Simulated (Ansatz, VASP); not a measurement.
**One calculation of C, two programs**

INCAR

```
SYSTEM = C
PREC = Accurate
ENCUT = 520
EDIFF = 1E-7
ISMEAR = 0
SIGMA = 0.015
LREAL = .False.
LASPH = .True.
NELM = 100
ALGO = Fast
ISIF = 2
LWAVE = .False.
LCHARG = .False.
GGA = PE
```

Contents of KPOINTS:

```
regular mesh
0
Gamma
  12 12 4
  0 0 0
```

File POSCAR:

```
C
1.0
    2.5221000000      0.0000000000      0.0000000000
   -1.2610500000      2.1842026709      0.0000000000
    0.0000000000      0.0000000000      8.2371000000
C
8
Direct
    0.6666666667      0.3333333333      0.8437500000
    0.3333333333      0.6666666667      0.3437500000
    0.6666666667      0.3333333333      0.6562500000
    0.3333333333      0.6666666667      0.1562500000
    0.0000000000      0.0000000000      0.9062500000
    0.0000000000      0.0000000000      0.4062500000
    0.0000000000      0.0000000000      0.5937500000
    0.0000000000      0.0000000000      0.0937500000
```

input.yaml

```yaml
crystal:
  lattice:
    - [2.5221, 0.0, 0.0]
    - [-1.26105, 2.1842026709, 0.0]
    - [0.0, 0.0, 8.2371]
  atoms:
    - { symbol: C, position: [0.6666666667, 0.3333333333, 0.84375] }
    - { symbol: C, position: [0.3333333333, 0.6666666667, 0.34375] }
    - { symbol: C, position: [0.6666666667, 0.3333333333, 0.65625] }
    - { symbol: C, position: [0.3333333333, 0.6666666667, 0.15625] }
    - { symbol: C, position: [0.0, 0.0, 0.90625] }
    - { symbol: C, position: [0.0, 0.0, 0.40625] }
    - { symbol: C, position: [0.0, 0.0, 0.59375] }
    - { symbol: C, position: [0.0, 0.0, 0.09375] }
hamiltonian:
  xc: pbe
  pseudopotentials: { kind: paw }
kpoints:
  mp_grid: { grid: [12, 12, 4] }
scf:
  occupations: { method: gaussian, width: 0.015 }
output:
  forces: true
  stress: true
  eigenvalues: true
  write_density: true
  write_potential: true
  elf: true
  volumetric_format: npy
```

This is a hexagonal form of diamond, not graphite.

Alike in both runs: task single point; functional PBE; k mesh 12 × 12 × 4; occupations gaussian, width 0.015 eV; no spin polarisation.

|  | VASP | Ansatz |
| --- | --- | --- |
| version | VASP 6.6.1 | Ansatz 0.2.0 |
| potentials or method | VASP PAW PBE potentials, release 64 (C) | Ansatz PAW |
| plane-wave cutoff (eV) | 520 | 420 |
| valence electrons in the cell | 32 | 32 |

Ansatz gave:

```
gap on the k mesh at the Fermi level (eV)       : 4.42
least direct gap on the mesh (eV)               : 5.19
pressure (GPa)                                  : 2.3
largest component of the traceless stress (GPa) : 8.20
rms of the force components (eV/Å)              : 0.187
```

Task: Which values does VASP return?

Result: gap on the k mesh at the Fermi level (eV): 4.41; least direct gap on the mesh (eV): 5.18; pressure (GPa): 2.9; largest component of the traceless stress (GPa): 8.20; rms of the force components (eV/Å): 0.187.

Atom by atom the forces differ by 0.001 eV/Å (rms over components). The functional is the same, so the differences come from potentials, cutoffs and numerics.

Caveats: the pressure holds a Pulay correction of +1.0 GPa for the finite cutoff (Ansatz). A k mesh can miss the band edges.
